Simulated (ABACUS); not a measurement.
Crystal: SrO.

```
Sr O
1.0
     0.00000    2.56630    2.56630
     2.56630    0.00000    2.56630
     2.56630    2.56630    0.00000
Sr O
1 1
Cartesian
  2.5663 2.5663 2.5663
  0.0000 0.0000 0.0000
```

Base run:

- Program: ABACUS 3.10.1
- Functional: BLYP
- Potentials or basis: PseudoDojo NC SR 0.4.1 PBE standard
- Cutoff: 1143 eV
- Density cutoff: 4572 eV
- Basis: plane waves
- k mesh: 7 × 7 × 7
- Occupations: fermi-dirac, width 0.05 eV
- Spin: no spin polarisation

Its results: band gap on the k mesh 3.53 eV, indirect (least direct gap 3.61 eV); pressure 6.2 GPa.

**Question.** The run is repeated on the same cell with these changes: functional from BLYP to LDA; potentials or basis from PseudoDojo NC SR 0.4.1 PBE standard to PseudoDojo NC SR 0.4.1 LDA standard. What comes out?

**Answer.** Band gap on the k mesh 3.26 eV, indirect (least direct gap 3.34 eV); pressure -4.0 GPa.

Caveats: an odd mesh through Γ misses points on the zone boundary, where band edges often lie; the potentials were made for another functional, which shifts forces and pressure (some runs).

Not every run made on this cell is shown here.
